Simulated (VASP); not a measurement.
# C in VASP: notebook, part 2 of 2

VASP 6.6.1.

## Step 5: Single point, LDA

This run uses another cell than the first one, of 12.28 Å³/atom, 0.825 times its volume.

INCAR reads:

```
PREC = Accurate
ENCUT = 400
EDIFF = 1E-7
ISMEAR = 1
SIGMA = 0.1
LREAL = F
LASPH = T
NELM = 120
ALGO = Normal
ISIF = 2
LWAVE = F
LCHARG = F
LDIPOL = T
IDIPOL = 3
DIPOL = 0.5 0.5 0.500
GGA = CA
NBANDS = 32
LVHAR = T
LVACPOTAV = T
```

KPOINTS reads:

```
Automatic mesh
0
Gamma
  15 15 1
```

POSCAR reads:

```
C
1.0
    2.4560959400      0.0000000000      0.0000000000
   -1.2280479700      2.1270618200      0.0000000000
    0.0000000000      0.0000000000     18.8049153298
C
8
Direct
    0.5833794600      0.1667589200      0.2127103435
    0.9166205400      0.8332410800      0.2127103435
    0.0833794600      0.1667589200      0.4058325941
    0.4166205400      0.8332410800      0.4058325941
    0.5833794600      0.1667589200      0.5941674059
    0.9166205400      0.8332410800      0.5941674059
    0.0833794600      0.1667589200      0.7872896565
    0.4166205400      0.8332410800      0.7872896565
```

Potentials or basis: VASP PAW LDA potentials, release 64 (C).

Launch:

```sh
> cat potpaw_LDA.64/C/POTCAR > POTCAR
> mpirun -np 1 vasp_std > vasp.out
```

OUTCAR:

```text
PREC = Accurate
   ENCUT = 400
   EDIFF = 1E-7
   ISMEAR = 1
   LREAL = F
   LASPH = T
   NELM = 120
   ISIF = 2
   GGA = CA

 Found     64 irreducible k-points:

 Following reciprocal coordinates:
            Coordinates               Weight
  0.000000  0.000000  0.000000      1.000000
  0.066667  0.000000  0.000000      4.000000
  0.000000  0.066667  0.000000      2.000000
  0.133333  0.000000  0.000000      4.000000
  0.000000  0.133333  0.000000      2.000000
  0.200000  0.000000  0.000000      4.000000
   k-points           NKPTS =     64   k-points in BZ     NKDIM =     64   number of bands    NBANDS=     32
   number of dos      NEDOS =    301   number of ions     NIONS =      8
   total plane-waves  NPLWV =  32256
   dimension x,y,z NGX =    16 NGY =   16 NGZ =  126
   dimension x,y,z NGXF=    32 NGYF=   32 NGZF=  252
   ions per type =               8
   NGX,Y,Z   is equivalent  to a cutoff of  10.83, 10.83, 11.14 a.u.
   NGXF,Y,Z  is equivalent  to a cutoff of  21.66, 21.66, 22.28 a.u.
 SYSTEM =  unknown system
   PREC   = accura    normal or accurate (medium, high low for compatibility)
   ISTART =      0    job   : 0-new  1-cont  2-samecut
   ICHARG =      2    charge: 1-file 2-atom 10-const
   ISPIN  =      1    spin polarized calculation?
[... 71 lines left out ...]
      5      -6.2635      2.00000
      6      -5.9040      2.00000
[... 175 lines left out ...]
     27      10.6205      0.00000
     28      10.7362      0.00000

 [... further k-points ...]

 [bands above 28 left out]

------------------------ aborting loop because EDIFF is reached ----------------------------------------

  FORCE on cell =-STRESS in cart. coord.  units (eV):
  Direction    XX          YY          ZZ          XY          YZ          ZX
  --------------------------------------------------------------------------------------
  -------------------------------------------------------------------------------------
  Total       -2.7283924     -2.7800405     -1.4857613      0.0000000     -0.0000000      0.0000000
  in kB      -44.4959609    -45.3382629    -24.2305238      0.0000000     -0.0000000      0.0000000
  external PRESSURE =     -38.0215825 kB  Pullay stress =       0.0000000 kB

 VOLUME and BASIS-vectors are now :
 -----------------------------------------------------------------------------
  energy-cutoff  :      400.00
  volume of cell :       98.24
      direct lattice vectors                 reciprocal lattice vectors
     2.456095940  0.000000000  0.000000000     0.407150219  0.235066041  0.000000000
    -1.228047970  2.127061820  0.000000000     0.000000000  0.470132081  0.000000000
     0.000000000  0.000000000 18.804915330     0.000000000  0.000000000  0.053177586

 POSITION                                       TOTAL-FORCE (eV/Angst)
 -----------------------------------------------------------------------------------
      1.22805      0.35471      4.00000         0.000000     -0.024359      0.021400
      1.22805      1.77236      4.00000        -0.000000      0.024359      0.021400
      0.00000      0.35471      7.63165         0.000000     -0.026765     -0.004848
     -0.00000      1.77236      7.63165         0.000000      0.026765     -0.004848
      1.22805      0.35471     11.17327         0.000000     -0.026765      0.004848
      1.22805      1.77236     11.17327         0.000000      0.026765      0.004848
      0.00000      0.35471     14.80492         0.000000     -0.024359     -0.021400
     -0.00000      1.77236     14.80492        -0.000000      0.024359     -0.021400
 -----------------------------------------------------------------------------------
    total drift:                               -0.000000      0.000000      0.000000

  FREE ENERGIE OF THE ION-ELECTRON SYSTEM (eV)
  ---------------------------------------------------
  free  energy   TOTEN  =       -80.8859751075 eV

  energy  without entropy=      -80.8861365323  energy(sigma->0) =      -80.88602892

 vacuum level on the upper side and lower side of the slab         6.542         6.542
```

stdout:

```text
POSCAR found type information on POSCAR C
 POSCAR found :  1 types and       8 ions
 scaLAPACK will be used
 LDA part: xc-table for (Slater(with rela. corr.)+CA(PZ))
 , standard interpolation
 POSCAR, INCAR and KPOINTS ok, starting setup
 FFT: planning ... GRIDC
 FFT: planning ... GRID_SOFT
 FFT: planning ... GRID
 WAVECAR not read
 entering main loop
 -----------------------------------------------------------------------------
|                                                                             |
|           W    W    AA    RRRRR   N    N  II  N    N   GGGG   !!!           |
|           W    W   A  A   R    R  NN   N  II  NN   N  G    G  !!!           |
|           W    W  A    A  R    R  N N  N  II  N N  N  G       !!!           |
|           W WW W  AAAAAA  RRRRR   N  N N  II  N  N N  G  GGG   !            |
|           WW  WW  A    A  R   R   N   NN  II  N   NN  G    G                |
|           W    W  A    A  R    R  N    N  II  N    N   GGGG   !!!           |
|                                                                             |
|     Did not find any points to average over, which means that no vacuum     |
|     field-free region was found. Please increase the size of  your cell     |
|     in the dimension of the dipole correction to obtain accurate            |
|     workfunction values.                                                    |
|                                                                             |
 -----------------------------------------------------------------------------
```

Run time: 99 s. Hardware: 1 thread of Intel Xeon Platinum 8488C (Sapphire Rapids), shared host; peak memory 0.21 GiB.

The run converged, but some of its settings lie outside the range that counts as converged, so its numbers aren't taken as properties of the slab.

What came out:

```
Free energy                            : -80.8860 eV
Largest force                          : 0.032 eV/Å
Band gap on the k mesh                 : 0.08 eV, direct
Ionisation potential of the upper face : 4.56 eV
```

Caveat: the cutoff is under 1.25 times the usual one of these potentials, so pressure, stress and relaxed cells hold a basis-set (Pulay) error.
